**Q:** This layered form of phosphorus comes out as a metal. I'd like to know where its carriers sit. Does the zone-boundary point (½,½,½) hold holes, that is, states left empty in bands that are otherwise full?

**A:** Two energy scales matter here. Coupling between atoms can move a level by several electronvolts across the zone, yet a few hundredths of an electronvolt can decide whether that level is filled. In the table, zero is the Fermi energy, and "level under 1" is the nearest level below it at each point. The columns count levels from zero, so one column can hold different bands in different rows.

exciting sodium, PBEsol with all-electron LAPW+lo, no spin polarisation or spin-orbit coupling, for layered phosphorus (R-3m, 2 atoms per cell); 6×6×6 k mesh, rgkmax 6.5, Gaussian smearing of 0.01 eV. Points are in fractions of the reciprocal cell vectors; energies are relative to the Fermi energy, and levels are numbered outwards from it.

```
point a (reciprocal cell vector)  point b (reciprocal cell vector)  point c (reciprocal cell vector)  level under 4 (eV)  level under 3 (eV)  level under 2 (eV)  level under 1 (eV)  level over 1 (eV)  level over 2 (eV)
                          0.0000                            0.0000                            0.0000              -3.646              -3.200              -2.921              -2.921              1.268              2.588
                          0.3333                            0.0000                            0.0000              -9.562              -3.699              -3.525              -1.064              0.472              0.852
                          0.3333                            0.3333                            0.0000              -8.331              -6.145              -5.003              -4.252              0.431              5.108
                          0.5000                            0.5000                            0.0000              -6.879              -5.463              -5.455              -0.049              6.076              7.421
                          0.1667                            0.1667                            0.1667              -6.724              -2.937              -2.937              -0.713              1.539              1.720
                          0.3333                            0.3333                            0.1667              -8.472              -4.806              -4.105              -1.738              1.927              2.795
                          0.5000                            0.5000                            0.5000                   ?                   ?                   ?                   ?                  ?                  ?
```

**Q:** Why suspect holes at all?

**A:** Two phosphorus atoms bring ten valence electrons, enough to fill five bands on average. At (½,½,0) one isolated level lies 0.05 eV below zero, more than 5 eV from its neighbours on either side. Bonding theory puts two s-like and three p-bonding bands beneath it, so it should be the sixth. If the sixth band is filled there, a lower band must be partly empty somewhere else. So shallow a level on a coarse mesh is weak evidence, but it makes (½,½,½) worth testing.

**Q:** How do you get from the known points to that one?

**A:** Γ, the point (0,0,0), and (1/6,1/6,1/6) lie on the same line $(t,t,t)$, which ends at (½,½,½). This line is the threefold axis, perpendicular to the layers. On it, p orbitals lying in the layer give pairs of equal energy, while s orbitals and p orbitals along the axis give singlets. The occupied pair hardly moves, from -2.92 to -2.94 eV, which suggests weak coupling between layers. The two singlets listed below zero behave quite differently: they are 0.4 eV apart at Γ and 6.0 eV apart at one sixth.

**Q:** What drives the singlets apart so fast?

**A:** Picture one hybrid orbital on each face of a layer. The two are coupled through the layer with strength $v$, and to the facing hybrids of the next layers with strength $w$. About a mean energy $m$, their levels are

$$E_\pm=m\pm\sqrt{v^2+w^2+2vw\cos 2\pi t}.$$

In this picture the two couplings have opposite signs and nearly cancel at Γ. Towards the boundary the phase between layers reverses and they reinforce each other.

**Q:** Can you work that through for the upper singlet?

**A:** At $t=1/6$ the cosine has made a quarter of its full change, so I multiply the changes seen so far by four. This applies to the square of half the splitting and also to the mean, which I assume follows the same cosine. The mean has dropped by 0.3 eV from -3.4 eV, which leads to -4.6 eV at the boundary. Half the splitting is 3.0 eV at one sixth; its square is 9, four times that is 36, and the root is 6.0 eV. The upper singlet should therefore end near $-4.6+6.0=+1.4$ eV, above the Fermi energy.

**Q:** Then commit yourself.

**A:** For (½,½,½) I forecast an empty fifth band, with only four bands below zero. The ranges are judgements, not statistical errors.

- First level over zero: the upper singlet, +1.4 ± 1.2 eV.
- First and second under: the degenerate pair, -3.0 ± 0.6 eV.
- Third under: the lower singlet, -10.6 ± 1.5 eV.
- Fourth under: the deepest s-like band, lower still, with no number.
- Second over: no number.

The main risk is a higher singlet that pushes the upper one down. Γ and one sixth fixed all the constants, so the withheld point is the model's first test.

The withheld rows as computed:

```
point a (reciprocal cell vector)  point b (reciprocal cell vector)  point c (reciprocal cell vector)  level under 4 (eV)  level under 3 (eV)  level under 2 (eV)  level under 1 (eV)  level over 1 (eV)  level over 2 (eV)
                          0.5000                            0.5000                            0.5000              -2.841              -2.841              -0.184              -0.184              0.053              2.257
```

**Q:** That doesn't look like your list.

**A:** It doesn't. The first level over zero was forecast 1.3 eV too high, just outside its range. The first and second under were placed 2.8 eV too low, and the third 7.8 eV too low. The fourth isn't a deep s-like level either. The forecast failed at every place for which it made a claim.

**Q:** What went wrong?

**A:** A second pair has come down below zero and shifted the count by two places. The pair I had followed is there, at -2.84 eV, within 0.2 eV of its forecast energy, but it fills the third and fourth places under zero. The newcomer lies at -0.18 eV. At one sixth no second pair appears among the listed levels, so it must lie at 1.72 eV or higher there. On the way to the boundary it falls by at least $1.72+0.18=1.90$ eV.

**Q:** Why would an empty pair fall so far when the filled one stays put?

**A:** The two pairs are most naturally the bonding and antibonding partners of the in-layer p orbitals. In that picture, coupling between layers works against coupling within them near the boundary, and the partners draw together. The table fits this, though it doesn't prove it: their separation shrinks from more than 4.6 eV at one sixth to 2.7 eV at the boundary. That alone would raise the lower pair as much as it lowers the upper one. Something else must lower their mean energy, perhaps coupling to more distant atoms, but that is a guess. My mistake was to read a flat filled band as a sign of weak coupling between layers.

**Q:** And the singlet?

**A:** It did rise, from -0.71 eV at one sixth to 0.05 eV, but much less than the model said. The model has only two hybrids, so it leaves out the repulsion from higher singlets. Such repulsion may be what holds it down, though no calculation here tests this.

**Q:** So are there holes at (½,½,½) or not?

**A:** Probably not on balance. The two pairs make four filled bands, and two s-like bands should lie deeper, which gives six where the average is five. The point then carries extra electrons, like (½,½,0), and the compensating holes must be elsewhere in the zone. Charge balance told me that holes exist, but not where.

**Q:** How firmly can I rely on that?

**A:** The order of the levels doesn't depend on where the Fermi energy falls, but their filling does. The singlet is only 0.05 eV above zero and the upper pair 0.18 eV below it. A denser mesh could shift the Fermi energy, and functionals of this kind often exaggerate the overlap of filled and empty bands. The printed output below lists the forecasts, then the computed levels and the misses.

**Q:** What should I do differently with a similar layered crystal?

**A:** Follow pairs and singlets separately along the axis, and include the empty ones. Then ask which empty level falls when the phase between layers reverses. Here the falling pair turned the four filled bands I had forecast into six.

The analysis program printed:

```
Splitting of the two singlets at Gamma in eV: 0.446
Splitting of the two singlets at one sixth in eV: 6.011
Mean of the two singlets at Gamma in eV: -3.423
Mean of the two singlets at one sixth in eV: -3.719
Shift of the degenerate pair from Gamma to one sixth in eV: -0.016
Isolated level at (1/3 1/3 0) above the next lower level in eV: 4.683
Isolated level at (1/3 1/3 0) below the next higher level in eV: 4.677
Isolated level at (1/2 1/2 0) above the next lower level in eV: 5.406
Isolated level at (1/2 1/2 0) below the next higher level in eV: 6.125
Model mean of the singlets at the withheld point in eV: -4.605
Model half splitting of the singlets at the withheld point in eV: 5.997
Model upper singlet at (1/3 1/3 1/3) in eV: 0.886
Upper singlet at the withheld point if the mean stays as at Gamma in eV: 2.574
Forecast first level over zero in eV with range 1.2 either way: 1.393
Forecast first and second level under zero in eV with range 0.6 either way: -2.985
Forecast third level under zero in eV with range 1.5 either way: -10.6
Computed fourth level under zero at the withheld point in eV: -2.841
Computed third level under zero at the withheld point in eV: -2.841
Computed second level under zero at the withheld point in eV: -0.184
Computed first level under zero at the withheld point in eV: -0.184
Computed first level over zero at the withheld point in eV: 0.053
Computed second level over zero at the withheld point in eV: 2.257
Miss of first level over zero as forecast less computed in eV: 1.34
Miss of first level under zero as forecast less computed in eV: -2.801
Miss of second level under zero as forecast less computed in eV: -2.801
Miss of third level under zero as forecast less computed in eV: -7.761
```
